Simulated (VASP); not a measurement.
# PbSe (Cmcm) in VASP: a series of runs

Runs on PbSe. Level: LDA. Tasks: single point.

Program: VASP 6.6.1. These are calculated values, not measurements. Logs are shortened: lines on timing, memory, paths and dates and some standing lists are left out, and cuts for length are marked.

## (1) The structure

The structure is orthorhombic, space group Cmcm (No. 63). The conventional cell has a = 4.192 Å, b = 11.932 Å, c = 4.329 Å, α = 90.00°, β = 90.00°, γ = 90.00°. Around Pb (site symmetry m2m) lie 5 Se at 2.74 to 3.01 Å. Se (site symmetry m2m) is surrounded by 5 Pb at 2.74 to 3.01 Å.

Measurements of this composition are mostly on another form, of space group No. 225.

## (2) Single point, LDA

The input, INCAR:

```
SYSTEM = PbSe
PREC = Accurate ; ENCUT = 520
EDIFF = 1E-6 ; ISMEAR = 0
SIGMA = 0.01 ; LREAL = .False.
LASPH = .True. ; NELM = 100
ALGO = Fast ; ISIF = 2
LWAVE = .False. ; LCHARG = .True.
GGA = CA ; LELF = .True.
LVHAR = .True. ; NBANDS = 28
```

The input, KPOINTS:

```
regular mesh
0
Gamma
  4 4 4
  0 0 0
```

The input, POSCAR:

```
PbSe
1.0
    2.0958088933     -5.9658086532      0.0000000000
    2.0958088933      5.9658086532      0.0000000000
    0.0000000000      0.0000000000      4.3285003173
Pb Se
2 2
Direct
    0.6317607300      0.3682392700      0.7500000000
    0.3682392700      0.6317607300      0.2500000000
    0.8612899600      0.1387100400      0.7500000000
    0.1387100400      0.8612899600      0.2500000000
```

Potentials or basis: VASP PAW LDA potentials, release 64 (Pb_d, Se).

Command:

```sh
$ cat potpaw_LDA.64/Pb_d/POTCAR potpaw_LDA.64/Se/POTCAR > POTCAR
$ mpirun -np 1 vasp_std > vasp.out
```

OUTCAR:

```text
SYSTEM = PbSe
   PREC = Accurate
   ENCUT = 520
   EDIFF = 1E-6
   ISMEAR = 0
   LREAL = .False.
   LASPH = .True.
   NELM = 100
   ISIF = 2
   GGA = CA

 ion  position               nearest neighbor table
   1  0.632  0.368  0.750-   3 2.74   4 3.01   4 3.01   4 3.01   4 3.01   2 3.82   2 3.82   2 4.13
                             2 4.13   2 4.13   2 4.13
   2  0.368  0.632  0.250-   4 2.74   3 3.01   3 3.01   3 3.01   3 3.01   1 3.82   1 3.82   1 4.13
                             1 4.13   1 4.13   1 4.13
   3  0.861  0.139  0.750-   1 2.74   2 3.01   2 3.01   2 3.01   2 3.01
   4  0.139  0.861  0.250-   2 2.74   1 3.01   1 3.01   1 3.01   1 3.01

  LATTYP: Found a base centered orthorhombic cell.
 ALAT       =     4.1916177866
 B/A-ratio  =     2.8465422932
 C/A-ratio  =     1.0326562529

  Lattice vectors:

 A1 = (   2.0958088933,  -5.9658086532,   0.0000000000)
 A2 = (   2.0958088933,   5.9658086532,   0.0000000000)
 A3 = (   0.0000000000,   0.0000000000,   4.3285003173)

Analysis of symmetry for initial positions (statically):
=====================================================================
 Subroutine PRICEL returns:
 Original cell was already a primitive cell.

 Routine SETGRP: Setting up the symmetry group for a
 base centered orthorhombic supercell.

 Subroutine GETGRP returns: Found  8 space group operations
 (whereof  4 operations were pure point group operations)
 out of a pool of  8 trial point group operations.

The static configuration has the point symmetry C_2h.
 The point group associated with its full space group is D_2h.

Analysis of symmetry for dynamics (positions and initial velocities):
=====================================================================
 Subroutine PRICEL returns:
 Original cell was already a primitive cell.

 Routine SETGRP: Setting up the symmetry group for a
 base centered orthorhombic supercell.

 Subroutine GETGRP returns: Found  8 space group operations
 (whereof  4 operations were pure point group operations)
 out of a pool of  8 trial point group operations.

The dynamic configuration has the point symmetry C_2h.
 The point group associated with its full space group is D_2h.

 Subroutine INISYM returns: Found  8 space group operations
 (whereof  4 operations are pure point group operations),
 and found     1 'primitive' translations

----------------------------------------------------------------------------------------

                                     Primitive cell

  volume of cell :     108.2402

  direct lattice vectors                    reciprocal lattice vectors
     2.095808893 -5.965808653  0.000000000     0.238571371 -0.083810935  0.000000000
     2.095808893  5.965808653  0.000000000     0.238571371  0.083810935  0.000000000
     0.000000000  0.000000000  4.328500317     0.000000000  0.000000000  0.231026898

  length of vectors
     6.323233967  6.323233967  4.328500317     0.252864730  0.252864730  0.231026898

  position of ions in fractional coordinates (direct lattice)
     0.631760730  0.368239270  0.750000000
     0.368239270  0.631760730  0.250000000
     0.861289960  0.138710040  0.750000000
     0.138710040  0.861289960  0.250000000

  ion indices of the primitive-cell ions
   primitive index   ion index
                 1           1
                 2           2
                 3           3
                 4           4

----------------------------------------------------------------------------------------

 KPOINTS: regular mesh

Automatic generation of k-mesh.
 Grid dimensions read from file:
 generate k-points for:    4    4    4

 Generating k-lattice:

  Cartesian coordinates                     Fractional coordinates (reciprocal lattice)
     0.059642843 -0.020952734  0.000000000     0.250000000  0.000000000  0.000000000
     0.059642843  0.020952734  0.000000000     0.000000000  0.250000000  0.000000000
     0.000000000  0.000000000  0.057756724     0.000000000  0.000000000  0.250000000

  Length of vectors
     0.063216182  0.063216182  0.057756724

  Shift w.r.t. Gamma in fractional coordinates (k-lattice)
     0.000000000  0.000000000  0.000000000

 Subroutine IBZKPT returns following result:
 ===========================================

 Found     21 irreducible k-points:

 Following reciprocal coordinates:
            Coordinates               Weight
  0.000000  0.000000  0.000000      1.000000
  0.250000  0.000000  0.000000      4.000000
  0.500000  0.000000  0.000000      2.000000
  0.250000  0.250000  0.000000      2.000000
  0.500000  0.250000  0.000000      4.000000
 -0.250000  0.250000  0.000000      2.000000
[... 13 lines left out ...]
 -0.250000  0.250000  0.500000      2.000000
  0.500000  0.500000  0.500000      1.000000
   k-points           NKPTS =     21   k-points in BZ     NKDIM =     21   number of bands    NBANDS=     28
   number of dos      NEDOS =    301   number of ions     NIONS =      4
   total plane-waves  NPLWV =  73728
   dimension x,y,z NGX =    48 NGY =   48 NGZ =   32
   dimension x,y,z NGXF=    96 NGYF=   96 NGZF=   64
   ions per type =               2   2
   NGX,Y,Z   is equivalent  to a cutoff of  12.62, 12.62, 12.29 a.u.
   NGXF,Y,Z  is equivalent  to a cutoff of  25.24, 25.24, 24.58 a.u.
 SYSTEM =  PbSe
   PREC   = accura    normal or accurate (medium, high low for compatibility)
   ISTART =      0    job   : 0-new  1-cont  2-samecut
   ICHARG =      2    charge: 1-file 2-atom 10-const
   ISPIN  =      1    spin polarized calculation?
   LNONCOLLINEAR =      F non collinear calculations
   LSORBIT =      F    spin-orbit coupling
   LASPH  =      T    aspherical Exc in radial PAW
   ENCUT  =  520.0 eV  38.22 Ry    6.18 a.u.  11.76 11.76  8.05*2*pi/ulx,y,z
   NELM   =    100;   NELMIN=  2; NELMDL= -5     # of ELM steps
   EDIFF  = 0.1E-05   stopping-criterion for ELM
   LREAL  =      F    real-space projection
   EDIFFG = 0.1E-04   stopping-criterion for IOM
   NSW    =      0    number of steps for IOM
   IBRION =     -1    ionic relax: 0-MD 1-quasi-New 2-CG
   NFREE  =      0    steps in history (QN), initial steepest desc. (CG)
   ISIF   =      2    stress and relaxation
   ISYM   =      2    0-nonsym 1-usesym 2-fastsym
   POTIM  = 0.5000    time-step for ionic-motion
   TEBEG  =    0.0;   TEEND  =   0.0 temperature during run
   PSTRESS=    0.0 pullay stress
   NELECT =      40.0000    total number of electrons
   NUPDOWN=      -1.0000    fix difference up-down
   EMIN   =  10.00;   EMAX   =-10.00  energy-range for DOS
   EFERMI =   0.00;   METHOD = LEGACY
   ISMEAR =     0;   SIGMA  =   0.01  broadening in eV -4-tet -1-fermi 0-gaus
   EFERMI_NEDOS =   21; number of points for ismear=-14 and -15
   IALGO  =     68    algorithm
   IMIX   =      4    mixing-type and parameters
     AMIX     =   0.40;   BMIX     =  1.00
     AMIX_MAG =   1.60;   BMIX_MAG =  1.00
  volume/ion in A,a.u.               =      27.06       182.61
  Fermi-wavevector in a.u.,A,eV,Ry     =   1.174804  2.220057 18.778271  1.380164
  Thomas-Fermi vector in A             =   2.311195
   LORBIT       =      0    0 simple, 1 ext, 2 COOP (PROOUT), +10 PAW based schemes
   GGA     = CA    functional components
   LHFCALC =     F    Hartree Fock is set to
   AEXX    =    0.0000 exact exchange contribution
   IVDW    =     0    specifies the selected vdW correction
   LEPSILON=     F    determine dielectric tensor
   LRPA    =     F    only Hartree local field effects (RPA)
 non-spin polarized calculation
 RMM-DIIS sequential band-by-band and
 Gauss-broadening in eV      SIGMA  =   0.01
  energy-cutoff  :      520.00
  volume of cell :      108.24
 maximum number of plane-waves:      2934
 NGX is ok and might be reduce to    48
   NGX = 23   NGY = 23   NGZ = 17

 number of electron      40.0000005 magnetization

 Free energy of the ion-electron system (eV)
  ---------------------------------------------------
  ext. energy  EPLUGINS =         0.00000000
  ---------------------------------------------------
  free energy    TOTEN  =       -18.72670261 eV

  energy without entropy =      -18.72670261  energy(sigma->0) =      -18.72670261

 E-fermi :   5.0915     XC(G=0): -10.1214

 val. band max:        5.0477794527   @ k =   0.0000   0.0000   0.5000
 cond. band min:       6.0374969329   @ k =   0.5000   0.5000   0.0000
 fundamental gap:      0.9897174803
 Fermi energy:         5.0915302019

 k-point     1 :       0.0000    0.0000    0.0000
  band No.  band energies     occupation
      1     -11.5025      2.00000
      2     -11.3571      2.00000
      3     -11.3456      2.00000
      4     -11.3401      2.00000
      5     -11.3196      2.00000
      6     -11.3115      2.00000
[... 20 lines left out ...]
     27      10.7887      0.00000
     28      11.8561      0.00000

 k-point     2 :       0.2500    0.0000    0.0000
  band No.  band energies     occupation
      1     -11.4591      2.00000
      2     -11.3509      2.00000
      3     -11.3479      2.00000
      4     -11.3384      2.00000
      5     -11.3185      2.00000
      6     -11.3135      2.00000
[... 20 lines left out ...]
     27      11.5703      0.00000
     28      12.4549      0.00000

 k-point     3 :       0.5000    0.0000    0.0000
  band No.  band energies     occupation
      1     -11.3899      2.00000
      2     -11.3814      2.00000
      3     -11.3589      2.00000
      4     -11.3572      2.00000
      5     -11.3179      2.00000
      6     -11.3068      2.00000
[... 20 lines left out ...]
     27      13.0267      0.00000
     28      13.9003      0.00000

 k-point     4 :       0.2500    0.2500    0.0000
  band No.  band energies     occupation
      1     -11.3902      2.00000
      2     -11.3807      2.00000
      3     -11.3659      2.00000
      4     -11.3479      2.00000
      5     -11.3182      2.00000
      6     -11.3097      2.00000
[... 485 lines left out ...]
     27      11.5930      0.00000
     28      11.5930      0.00000

 k-point    20 :      -0.2500    0.2500    0.5000
  band No.  band energies     occupation
      1     -11.3978      2.00000
      2     -11.3978      2.00000
      3     -11.3493      2.00000
      4     -11.3493      2.00000
      5     -11.3087      2.00000
      6     -11.3087      2.00000
[... 20 lines left out ...]
     27      14.0768      0.00000
     28      14.0786      0.00000

 k-point    21 :       0.5000    0.5000    0.5000
  band No.  band energies     occupation
      1     -11.4000      2.00000
      2     -11.4000      2.00000
      3     -11.3432      2.00000
      4     -11.3432      2.00000
      5     -11.3070      2.00000
      6     -11.3070      2.00000
[... 20 lines left out ...]
     27      13.2020      0.00000
     28      13.2027      0.00000

------------------------ aborting loop because EDIFF is reached ----------------------------------------

  FORCE on cell =-STRESS in cart. coord.  units (eV):
  Direction    XX          YY          ZZ          XY          YZ          ZX
  --------------------------------------------------------------------------------------
  -------------------------------------------------------------------------------------
  Total        0.7110001      0.6084040      0.5164741      0.0000000      0.0000000      0.0000000
  in kB       10.5242654      9.0056314      7.6448802      0.0000000      0.0000000      0.0000000
  external PRESSURE =       9.0582590 kB  Pullay stress =       0.0000000 kB

 VOLUME and BASIS-vectors are now :
 -----------------------------------------------------------------------------
  energy-cutoff  :      520.00
  volume of cell :      108.24
      direct lattice vectors                 reciprocal lattice vectors
     2.095808893 -5.965808653  0.000000000     0.238571371 -0.083810935  0.000000000
     2.095808893  5.965808653  0.000000000     0.238571371  0.083810935  0.000000000
     0.000000000  0.000000000  4.328500317     0.000000000  0.000000000  0.231026898

 POSITION                                       TOTAL-FORCE (eV/Angst)
 -----------------------------------------------------------------------------------
      2.09581     -1.57212      3.24638         0.000000      0.381863     -0.000000
      2.09581      1.57212      1.08213         0.000000     -0.381863     -0.000000
      2.09581     -4.31077      3.24638         0.000000     -0.267369      0.000000
      2.09581      4.31077      1.08213         0.000000      0.267369     -0.000000
 -----------------------------------------------------------------------------------
    total drift:                                0.000000     -0.000000     -0.000000

  FREE ENERGIE OF THE ION-ELECTRON SYSTEM (eV)
  ---------------------------------------------------
  free  energy   TOTEN  =       -18.7267026142 eV

  energy  without entropy=      -18.7267026142  energy(sigma->0) =      -18.72670261
```

Run time: 2.2 min. Hardware: 1 thread of Intel Xeon Platinum 8375C at 2.90GHz (Ice Lake), shared host; peak memory 0.23 GiB.

What came out:

```yaml
Free_energy: -18.7267 eV
Pressure: 0.9 GPa
Largest_force: 0.382 eV/Å
Band_gap_on_the_k_mesh: 0.99 eV, indirect (least direct gap 1.41 eV)
```

Forces on the atoms (eV/Å):
```
Pb   0.000  0.382  0.000
Pb   0.000 -0.382  0.000
Se   0.000 -0.267  0.000
Se   0.000  0.267  0.000
```

Caveat: spin-orbit coupling is left out, which as a rule narrows the gap of such compounds by several tenths of an eV. A k mesh can miss the band edges.

## (3) Single point, LDA

This run uses another cell than the first one, of 25.88 Å³/atom, 0.957 times its volume.

The input, INCAR:

```
SYSTEM = PbSe
PREC = Accurate
ENCUT = 520
EDIFF = 1E-6
ISMEAR = 0
SIGMA = 0.01
LREAL = .FALSE.
LASPH = .TRUE.
NELM = 100
ALGO = Normal
ISIF = 2
LWAVE = .FALSE.
LCHARG = .FALSE.
NBANDS = 28
```

The input, KPOINTS:

```
regular mesh
0
G
  4 4 4
  0 0 0
```

The input, POSCAR:

```
PbSe
1.0
    2.0649836966     -5.8780634270      0.0000000000
    2.0649836966      5.8780634270      0.0000000000
    0.0000000000      0.0000000000      4.2648366530
Pb Se
2 2
Direct
    0.6317607300      0.3682392700      0.7500000000
    0.3682392700      0.6317607300      0.2500000000
    0.8612899600      0.1387100400      0.7500000000
    0.1387100400      0.8612899600      0.2500000000
```

Potentials or basis: VASP PAW LDA potentials, release 64 (Pb_d, Se).

Command:

```sh
$ cat potpaw_LDA.64/Pb_d/POTCAR potpaw_LDA.64/Se/POTCAR > POTCAR
$ mpirun -np 1 vasp_std > vasp.out
```

Wall time 89 s (1 thread of Intel Xeon Platinum 8375C at 2.90GHz (Ice Lake), shared host); peak memory 0.23 GiB.

The run converged. Its results:

| Property | Result |
| --- | --- |
| Free energy | -18.6563 eV |
| Pressure | 3.9 GPa |
| Largest force | 0.671 eV/Å |
| Band gap on the k mesh | 0.92 eV, indirect (least direct gap 1.35 eV) |

Forces on the atoms (eV/Å):
```
Pb   0.000  0.671  0.000
Pb   0.000 -0.671  0.000
Se   0.000 -0.487  0.000
Se   0.000  0.487  0.000
```

Stress tensor (GPa, compression positive):
```
4.12 0.00 0.00
0.00 3.79 0.00
0.00 0.00 3.80
```

Levels at points of the mesh, in eV from the valence-band top:
| k point | band 17 | band 18 | band 19 | band 20 | band 21 | band 22 | band 23 | band 24 |
| --- | --- | --- | --- | --- | --- | --- | --- | --- |
| (0.00, 0.00, 0.00) | -2.76 | -2.06 | -1.74 | -0.60 | 4.10 | 4.56 | 4.88 | 5.66 |
| (0.50, 0.00, 0.00) | -1.59 | -1.28 | -0.48 | -0.38 | 1.43 | 1.45 | 1.64 | 2.58 |
| (0.50, 0.50, 0.00) | -2.36 | -2.02 | -1.51 | -0.81 | 0.92 | 4.17 | 4.43 | 4.50 |
| (0.00, 0.00, 0.50) | -1.21 | -1.21 | 0.00 | 0.00 | 1.35 | 1.35 | 2.16 | 2.16 |
| (0.50, 0.00, 0.50) | -3.83 | -3.83 | -1.64 | -1.64 | 3.05 | 3.05 | 5.83 | 5.83 |
| (0.50, 0.50, 0.50) | -1.28 | -1.28 | -0.58 | -0.58 | 1.45 | 1.45 | 2.76 | 2.76 |

Caveat: spin-orbit coupling is left out, which as a rule narrows the gap of such compounds by several tenths of an eV.
